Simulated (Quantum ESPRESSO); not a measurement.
A run of Quantum ESPRESSO 7.5:

Contents of pw.in:

```
&CONTROL
  calculation = 'scf'
  prefix = 'pwscf'
  outdir = './tmp'
  pseudo_dir = './pseudo'
  tprnfor = .true.
  tstress = .true.
  disk_io = 'low'
/
&SYSTEM
  ibrav = 0
  celldm(1) = 8
  nat = 4
  ntyp = 2
  ecutwfc = 56
  ecutrho = 448
  nbnd = 34
  occupations = 'smearing'
  smearing = 'fd'
  degauss = 0.00367493
/
&ELECTRONS
  conv_thr = 8d-10
  electron_maxstep = 120
  mixing_beta = 0.5
/
ATOMIC_SPECIES
Cu    63.5460 cu_lda_v1.2.uspp.F.UPF
O     15.9990 o_lda_v1.2.uspp.F.UPF
CELL_PARAMETERS alat
  0.5531818906194  -0.4042360396340   0.0000000000000
  0.5531818906194   0.4042360396340   0.0000000000000
 -0.2007898793840   0.0000000000000   1.1947484912637
ATOMIC_POSITIONS crystal
Cu     0.5000000000    0.0000000000    0.5000000000
Cu     0.0000000000    0.5000000000    0.0000000000
O      0.4184000000    0.5816000000    0.7500000000
O      0.5816000000    0.4184000000    0.2500000000
K_POINTS automatic
8 8 4 0 0 0
```

Contents of nscf.in:

```
&CONTROL
  calculation = 'nscf'
  prefix = 'pwscf'
  outdir = './tmp'
  pseudo_dir = './pseudo'
  disk_io = 'low'
/
&SYSTEM
  ibrav = 0
  celldm(1) = 8
  nat = 4
  ntyp = 2
  ecutwfc = 56
  ecutrho = 448
  nbnd = 47
  occupations = 'smearing'
  smearing = 'fd'
  degauss = 0.00367493
  nosym = .true.
  noinv = .true.
/
&ELECTRONS
  conv_thr = 1d-09
  electron_maxstep = 120
  mixing_beta = 0.5
  diago_full_acc = .true.
  startingwfc = 'random'
/
ATOMIC_SPECIES
Cu    63.5460 cu_lda_v1.2.uspp.F.UPF
O     15.9990 o_lda_v1.2.uspp.F.UPF
CELL_PARAMETERS alat
  0.5531818906194  -0.4042360396340   0.0000000000000
  0.5531818906194   0.4042360396340   0.0000000000000
 -0.2007898793840   0.0000000000000   1.1947484912637
ATOMIC_POSITIONS crystal
Cu     0.5000000000    0.0000000000    0.5000000000
Cu     0.0000000000    0.5000000000    0.0000000000
O      0.4184000000    0.5816000000    0.7500000000
O      0.5816000000    0.4184000000    0.2500000000
K_POINTS crystal
108
  0.00000000   0.00000000   0.00000000 9.25925926e-03
  0.00000000   0.00000000   0.33333333 9.25925926e-03
  0.00000000   0.00000000   0.66666667 9.25925926e-03
  0.00000000   0.16666667   0.00000000 9.25925926e-03
  0.00000000   0.16666667   0.33333333 9.25925926e-03
  0.00000000   0.16666667   0.66666667 9.25925926e-03
[... 100 lines left out ...]
  0.83333333   0.83333333   0.33333333 9.25925926e-03
  0.83333333   0.83333333   0.66666667 9.25925926e-03
```

The input pw2wan.in:

```
&INPUTPP
  prefix = 'pwscf'
  outdir = './tmp'
  seedname = 'w'
  write_mmn = .true.
  write_amn = .true.
/
```

The input bands.in:

```
&CONTROL
  calculation = 'bands'
  prefix = 'pwscf'
  outdir = './tmp'
  pseudo_dir = './pseudo'
  disk_io = 'low'
/
&SYSTEM
  ibrav = 0
  celldm(1) = 8
  nat = 4
  ntyp = 2
  ecutwfc = 56
  ecutrho = 448
  nbnd = 47
  occupations = 'smearing'
  smearing = 'fd'
  degauss = 0.00367493
/
&ELECTRONS
  conv_thr = 1d-08
  electron_maxstep = 120
  mixing_beta = 0.5
  diago_full_acc = .true.
  startingwfc = 'random'
/
ATOMIC_SPECIES
Cu    63.5460 cu_lda_v1.2.uspp.F.UPF
O     15.9990 o_lda_v1.2.uspp.F.UPF
CELL_PARAMETERS alat
  0.5531818906194  -0.4042360396340   0.0000000000000
  0.5531818906194   0.4042360396340   0.0000000000000
 -0.2007898793840   0.0000000000000   1.1947484912637
ATOMIC_POSITIONS crystal
Cu     0.5000000000    0.0000000000    0.5000000000
Cu     0.0000000000    0.5000000000    0.0000000000
O      0.4184000000    0.5816000000    0.7500000000
O      0.5816000000    0.4184000000    0.2500000000
K_POINTS crystal
67
  0.00000000   0.00000000   0.00000000 1
 -0.05555600  -0.05555600   0.00000000 1
 -0.11111100  -0.11111100   0.00000000 1
 -0.16666700  -0.16666700   0.00000000 1
 -0.22222200  -0.22222200   0.00000000 1
 -0.27777800  -0.27777800   0.00000000 1
 -0.33333300  -0.33333300   0.00000000 1
 -0.38888900  -0.38888900   0.00000000 1
 -0.44444400  -0.44444400   0.00000000 1
 -0.50000000  -0.50000000   0.00000000 1
 -0.50826200  -0.50826200   0.10917000 1
 -0.51652300  -0.51652300   0.21834000 1
 -0.52478500  -0.52478500   0.32751000 1
 -0.51239200  -0.51239200   0.41375500 1
 -0.50000000  -0.50000000   0.50000000 1
 -0.54450300  -0.45549700   0.50000000 1
 -0.58900500  -0.41099500   0.50000000 1
 -0.63350800  -0.36649200   0.50000000 1
 -0.36649200   0.36649200   0.50000000 1
 -0.32577100   0.32577100   0.50000000 1
 -0.28505000   0.28505000   0.50000000 1
 -0.24432800   0.24432800   0.50000000 1
 -0.20360700   0.20360700   0.50000000 1
 -0.16288600   0.16288600   0.50000000 1
 -0.12216400   0.12216400   0.50000000 1
 -0.08144300   0.08144300   0.50000000 1
 -0.04072100   0.04072100   0.50000000 1
  0.00000000   0.00000000   0.50000000 1
 -0.05940200  -0.05940200   0.52156100 1
 -0.11880400  -0.11880400   0.54312300 1
 -0.17820600  -0.17820600   0.56468400 1
 -0.23760800  -0.23760800   0.58624500 1
 -0.29701000  -0.29701000   0.60780600 1
 -0.35641100  -0.35641100   0.62936800 1
 -0.41581300  -0.41581300   0.65092900 1
 -0.47521500  -0.47521500   0.67249000 1
 -0.50000000  -0.50000000   0.00000000 1
 -0.53757700  -0.46242300   0.00000000 1
 -0.57515400  -0.42484600   0.00000000 1
 -0.61273200  -0.38726800   0.00000000 1
 -0.38726800   0.38726800   0.00000000 1
 -0.34423900   0.34423900   0.00000000 1
 -0.30120900   0.30120900   0.00000000 1
 -0.25817900   0.25817900   0.00000000 1
 -0.21514900   0.21514900   0.00000000 1
 -0.17211900   0.17211900   0.00000000 1
 -0.12908900   0.12908900   0.00000000 1
 -0.08606000   0.08606000   0.00000000 1
 -0.04303000   0.04303000   0.00000000 1
  0.00000000   0.00000000   0.00000000 1
 -0.06250000   0.00000000   0.00000000 1
 -0.12500000   0.00000000   0.00000000 1
 -0.18750000   0.00000000   0.00000000 1
 -0.25000000   0.00000000   0.00000000 1
 -0.31250000   0.00000000   0.00000000 1
 -0.37500000   0.00000000   0.00000000 1
 -0.43750000   0.00000000   0.00000000 1
 -0.50000000   0.00000000   0.00000000 1
 -0.50000000   0.00000000   0.50000000 1
 -0.43750000   0.00000000   0.43750000 1
 -0.37500000   0.00000000   0.37500000 1
 -0.31250000   0.00000000   0.31250000 1
 -0.25000000   0.00000000   0.25000000 1
 -0.18750000   0.00000000   0.18750000 1
 -0.12500000   0.00000000   0.12500000 1
 -0.06250000   0.00000000   0.06250000 1
  0.00000000   0.00000000   0.00000000 1
```

w.win

```
num_wann = 26
num_bands = 39
guiding_centres = true
dis_froz_max = 14.44
dis_num_iter = 600
dis_mix_ratio = 0.5
dis_conv_tol = 1.0d-9
num_iter = 1200
search_shells = 100
kmesh_tol = 1.0d-4
conv_tol = 1.0d-8
conv_window = 4
num_print_cycles = 200
fermi_energy = 11.4364
bands_plot = true
write_hr = true
mp_grid = 6 6 3
exclude_bands = 1-8
begin projections
Cu: s;p;d
O: s;p
end projections
begin unit_cell_cart
ang
  2.3418500000  -1.7113000000   0.0000000000
  2.3418500000   1.7113000000   0.0000000000
 -0.8500274268   0.0000000000   5.0578693947
end unit_cell_cart
begin atoms_frac
Cu   0.5000000000   0.0000000000   0.5000000000
Cu   0.0000000000   0.5000000000   0.0000000000
O    0.4184000000   0.5816000000   0.7500000000
O    0.5816000000   0.4184000000   0.2500000000
end atoms_frac
begin kpoint_path
G   0.0000000000   0.0000000000   0.0000000000  Y  -0.5000000000  -0.5000000000   0.0000000000
Y  -0.5000000000  -0.5000000000   0.0000000000  F  -0.5247847702  -0.5247847702   0.3275098836
F  -0.5247847702  -0.5247847702   0.3275098836  L  -0.5000000000  -0.5000000000   0.5000000000
L  -0.5000000000  -0.5000000000   0.5000000000  I  -0.6335075857  -0.3664924143   0.5000000000
I1  -0.3664924143   0.3664924143   0.5000000000  Z   0.0000000000   0.0000000000   0.5000000000
Z   0.0000000000   0.0000000000   0.5000000000  F1  -0.4752152298  -0.4752152298   0.6724901164
Y  -0.5000000000  -0.5000000000   0.0000000000  X1  -0.6127316330  -0.3872683670   0.0000000000
X  -0.3872683670   0.3872683670   0.0000000000  G   0.0000000000   0.0000000000   0.0000000000
G   0.0000000000   0.0000000000   0.0000000000  N  -0.5000000000   0.0000000000   0.0000000000
M  -0.5000000000   0.0000000000   0.5000000000  G   0.0000000000   0.0000000000   0.0000000000
end kpoint_path
bands_num_points = 9
begin kpoints
  0.00000000   0.00000000   0.00000000
  0.00000000   0.00000000   0.33333333
  0.00000000   0.00000000   0.66666667
  0.00000000   0.16666667   0.00000000
  0.00000000   0.16666667   0.33333333
  0.00000000   0.16666667   0.66666667
  0.00000000   0.33333333   0.00000000
  0.00000000   0.33333333   0.33333333
  0.00000000   0.33333333   0.66666667
  0.00000000   0.50000000   0.00000000
  0.00000000   0.50000000   0.33333333
  0.00000000   0.50000000   0.66666667
  0.00000000   0.66666667   0.00000000
  0.00000000   0.66666667   0.33333333
  0.00000000   0.66666667   0.66666667
  0.00000000   0.83333333   0.00000000
  0.00000000   0.83333333   0.33333333
  0.00000000   0.83333333   0.66666667
  0.16666667   0.00000000   0.00000000
  0.16666667   0.00000000   0.33333333
  0.16666667   0.00000000   0.66666667
  0.16666667   0.16666667   0.00000000
  0.16666667   0.16666667   0.33333333
  0.16666667   0.16666667   0.66666667
  0.16666667   0.33333333   0.00000000
  0.16666667   0.33333333   0.33333333
  0.16666667   0.33333333   0.66666667
  0.16666667   0.50000000   0.00000000
  0.16666667   0.50000000   0.33333333
  0.16666667   0.50000000   0.66666667
  0.16666667   0.66666667   0.00000000
  0.16666667   0.66666667   0.33333333
  0.16666667   0.66666667   0.66666667
  0.16666667   0.83333333   0.00000000
  0.16666667   0.83333333   0.33333333
  0.16666667   0.83333333   0.66666667
  0.33333333   0.00000000   0.00000000
  0.33333333   0.00000000   0.33333333
  0.33333333   0.00000000   0.66666667
  0.33333333   0.16666667   0.00000000
  0.33333333   0.16666667   0.33333333
  0.33333333   0.16666667   0.66666667
  0.33333333   0.33333333   0.00000000
  0.33333333   0.33333333   0.33333333
  0.33333333   0.33333333   0.66666667
  0.33333333   0.50000000   0.00000000
  0.33333333   0.50000000   0.33333333
  0.33333333   0.50000000   0.66666667
  0.33333333   0.66666667   0.00000000
  0.33333333   0.66666667   0.33333333
  0.33333333   0.66666667   0.66666667
  0.33333333   0.83333333   0.00000000
  0.33333333   0.83333333   0.33333333
  0.33333333   0.83333333   0.66666667
  0.50000000   0.00000000   0.00000000
  0.50000000   0.00000000   0.33333333
  0.50000000   0.00000000   0.66666667
  0.50000000   0.16666667   0.00000000
  0.50000000   0.16666667   0.33333333
  0.50000000   0.16666667   0.66666667
  0.50000000   0.33333333   0.00000000
  0.50000000   0.33333333   0.33333333
  0.50000000   0.33333333   0.66666667
  0.50000000   0.50000000   0.00000000
  0.50000000   0.50000000   0.33333333
  0.50000000   0.50000000   0.66666667
  0.50000000   0.66666667   0.00000000
  0.50000000   0.66666667   0.33333333
  0.50000000   0.66666667   0.66666667
  0.50000000   0.83333333   0.00000000
  0.50000000   0.83333333   0.33333333
  0.50000000   0.83333333   0.66666667
  0.66666667   0.00000000   0.00000000
  0.66666667   0.00000000   0.33333333
  0.66666667   0.00000000   0.66666667
  0.66666667   0.16666667   0.00000000
  0.66666667   0.16666667   0.33333333
  0.66666667   0.16666667   0.66666667
  0.66666667   0.33333333   0.00000000
  0.66666667   0.33333333   0.33333333
  0.66666667   0.33333333   0.66666667
  0.66666667   0.50000000   0.00000000
  0.66666667   0.50000000   0.33333333
  0.66666667   0.50000000   0.66666667
  0.66666667   0.66666667   0.00000000
  0.66666667   0.66666667   0.33333333
  0.66666667   0.66666667   0.66666667
  0.66666667   0.83333333   0.00000000
  0.66666667   0.83333333   0.33333333
  0.66666667   0.83333333   0.66666667
  0.83333333   0.00000000   0.00000000
  0.83333333   0.00000000   0.33333333
  0.83333333   0.00000000   0.66666667
  0.83333333   0.16666667   0.00000000
  0.83333333   0.16666667   0.33333333
  0.83333333   0.16666667   0.66666667
  0.83333333   0.33333333   0.00000000
  0.83333333   0.33333333   0.33333333
  0.83333333   0.33333333   0.66666667
  0.83333333   0.50000000   0.00000000
  0.83333333   0.50000000   0.33333333
  0.83333333   0.50000000   0.66666667
  0.83333333   0.66666667   0.00000000
  0.83333333   0.66666667   0.33333333
  0.83333333   0.66666667   0.66666667
  0.83333333   0.83333333   0.00000000
  0.83333333   0.83333333   0.33333333
  0.83333333   0.83333333   0.66666667
end kpoints
```

Potentials or basis: GBRV 1.5 LDA.

Launch:

```bash
$ OMP_NUM_THREADS=1 pw.x -in pw.in > pw.out
$ OMP_NUM_THREADS=1 pw.x -in nscf.in > nscf.out
$ wannier90.x -pp w
$ OMP_NUM_THREADS=1 pw2wannier90.x -in pw2wan.in > pw2wan.out
$ wannier90.x w
$ OMP_NUM_THREADS=1 pw.x -in bands.in > bands.out
```

Hardware: 1 thread of Intel(R) Xeon(R) 6975P-C (Granite Rapids), on a shared host.

Q: Estimate the wall time of this run.

A: Run time: 5.7 min on 1 thread of Intel(R) Xeon(R) 6975P-C (Granite Rapids), with other jobs on the host, peak memory 0.27 GiB. Counts: scf iterations 13, k pools 1, bands 34, k points 78, g dense 43821.
